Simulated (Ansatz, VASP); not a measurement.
**Two plane-wave programs on Ru**

```
Ru
1.0
     2.47820    0.00000    0.00000
     0.00000    2.47820    0.00000
     0.00000    0.00000    2.47820
Ru
1
Cartesian
  0.0000 0.0000 0.0000
```

Alike in both runs: task single point; functional PBE; k mesh 14 × 14 × 14; occupations fermi-dirac, width 0.1 eV; no spin polarisation.

|  | VASP | Ansatz |
| --- | --- | --- |
| version | VASP 6.6.1 | Ansatz 0.2.0 |
| potentials or method | VASP PAW PBE potentials, release 64 (Ru_pv) | plane waves (420 eV) with PAW, scalar-relativistic |
| plane-wave cutoff (eV) | 520 | 420 |
| valence electrons in the cell | 14 | 16 |

Ansatz gave:

| Quantity | Value |
| --- | --- |
| pressure (GPa) | 10.0 |

Task: Which values does VASP return?

Result: Pressure (GPa): 10.2.

The two sets of potentials don't hold the same shells in valence.
